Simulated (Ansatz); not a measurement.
Computed with DFT PBE, scalar-relativistic, plane waves, PAW in Ansatz. All cells share a 420 eV cutoff and Γ-centred k meshes spaced at most about 0.3 Å⁻¹ (about 0.25 or finer for metals, 2π included). No spin polarisation.

Temperature and zero-point effects are left out.

Problem. Order these relaxed structures of MoH₂ by energy, lowest first, with the energy over the lowest of them.
1.

Space group F-43m (No. 216). a = 4.335 Å, b = 4.335 Å, c = 4.335 Å, α = 90.00°, β = 90.00°, γ = 90.00°
```tsv
atom	site	symmetry	x	y	z
H	4c	-43m	0.2500	0.2500	0.2500
H	4b	-43m	0.5000	0.0000	0.0000
Mo	4a	-43m	0.0000	0.0000	0.0000
```

2.

Space group Fm-3m (No. 225). a = 4.410 Å, b = 4.410 Å, c = 4.410 Å, α = 90.00°, β = 90.00°, γ = 90.00°
| atom | site | symmetry | x | y | z |
| --- | --- | --- | --- | --- | --- |
| H | 8c | -43m | 0.2500 | 0.2500 | 0.7500 |
| Mo | 4a | m-3m | 0.0000 | 0.0000 | 0.0000 |

3.

Space group I4/mmm (No. 139). a = 2.899 Å, b = 2.899 Å, c = 4.912 Å, α = 90.00°, β = 90.00°, γ = 90.00°
```tsv
atom	site	symmetry	x	y	z
H	4e	4mm	0.5000	0.5000	0.1341
Mo	2a	4/mmm	0.0000	0.0000	0.0000
```

Solution. 2 (0 meV/atom), 1 (169 meV/atom), 3 (293 meV/atom). Forms: cell 2 fluorite type, Fm-3m; cell 1 F-43m; cell 3 I4/mmm. Counting H atoms around Mo (those within 1.25 times the shortest such distance or 1.15 times the sum of covalent radii; a plus sign parts nearer from farther groups): cell 2 has Mo 8; cell 1 has Mo 4+6; cell 3 has Mo 2+8. All come from invented guesses. Shaken at random and relaxed again, cell 2 came back. Even the lowest of the cells shown lies +0.07 eV/atom against the elements.

With hydrogen, zero-point motion can shift such differences by 10 meV/atom or more. Cells without such a test can be saddle points. Some candidate types were left out of the draw beforehand, so a known form may be missing.
